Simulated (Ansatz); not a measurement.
Bi: the change of energy above lowest point and pressure with volume per atom

All results are calculated (Ansatz 0.2.0 development build). Equation of state of a cubic crystal from periodic Kohn-Sham density functional theory without spin; pressure corrected for the finite basis.

Cell of the first row (space group Fd-3m, No. 227):
```
CELL_PARAMETERS angstrom
0.00000 3.54790 3.54790
3.54790 0.00000 3.54790
3.54790 3.54790 0.00000
ATOMIC_POSITIONS crystal
Bi 0.00000 0.00000 0.00000
Bi 0.25000 0.25000 0.25000
```

Settings of every row: formula Bi; structure type diamond; functional r2SCAN; spin treatment none; k mesh 8x8x8; occupation method fermi-dirac; occupation width 0.1 eV; wave cutoff 500 eV; datasets soft-1 PAW; density cutoff ratio 4.

Limits: a cubic model structure, not a phase known at ambient conditions; no spin-orbit coupling with 6p elements.

| row | volume per atom (Å³) | energy above lowest point (meV/atom) | pressure (GPa) |
| --- | --- | --- | --- |
| 1 | 44.661 | 17.85 | 2.181 |
| 2 | 46.117 | ? | ? |
| 3 | 47.574 | 0 | -0.093 |
| 4 | 49.03 | 4.98 | -0.979 |
| 5 | 50.486 | 17.39 | -1.73 |

Question: what energy above lowest point and pressure should row 2 give?

Worked fit of energy above lowest point. Take u = (V_r/V)^(2/3) − 1 with V_r = 48.302 Å³ an atom, which is twice the finite (Eulerian) strain; such expansions in the strain, on which the Birch-Murnaghan equation of state is built, carry the rest volume and the bulk modulus. The shown rows have u = 0.05364, 0.01018, -0.00992, -0.02905. Least squares give energy above lowest point = 1.476 − 248.35 × u + 10319.8 × u² meV/atom; a straight line predicts inner rows, each left out in turn, worse (root mean square 11 against 0.05 meV/atom). The rows lie off it by 0.00, -0.02, 0.02, -0.01. Its lowest point lies at u = 0.0120, or V = 47.44 Å³ an atom, and the curvature there gives the bulk modulus at fixed shape and fractions, B = (4/9)(1 + u)² E″(u)/V = 31.7 GPa. The withheld row has u = 0.03134, so the fit gives 1.476 − 248.35 × (0.03134) + 10319.8 × (0.03134)² = 3.83 meV/atom.

The calculation gave 3.77 meV/atom. The fit lies 0.06 meV/atom (1.6 % of the value, 0.34 % of the column's range) above it; its largest miss of a shown row is 0.02 meV/atom.

Worked fit of pressure. Take u = (V_r/V)^(2/3) − 1 with V_r = 48.302 Å³ an atom, which is twice the finite (Eulerian) strain; such expansions in the strain, on which the Birch-Murnaghan equation of state is built, carry the rest volume and the bulk modulus. The shown rows have u = 0.05364, 0.01018, -0.00992, -0.02905. Least squares give pressure = −0.5548 + 44.149 × u + 127.75 × u² GPa; a straight line predicts inner rows, each left out in turn, worse (root mean square 0.13 against 0.0024 GPa). The rows lie off it by 0.000, -0.001, 0.001, 0.000. The pressure vanishes at u = 0.0121, or V = 47.44 Å³ an atom, and there the bulk modulus at fixed shape and fractions is B = −V dP/dV = (2/3)(1 + u) dP/du = 31.9 GPa. The withheld row has u = 0.03134, so the fit gives −0.5548 + 44.149 × (0.03134) + 127.75 × (0.03134)² = 0.954 GPa.

The calculation gave 0.951 GPa. The fit lies 0.003 GPa (0.077 % of the column's range) above it; its largest miss of a shown row is 0.001 GPa.
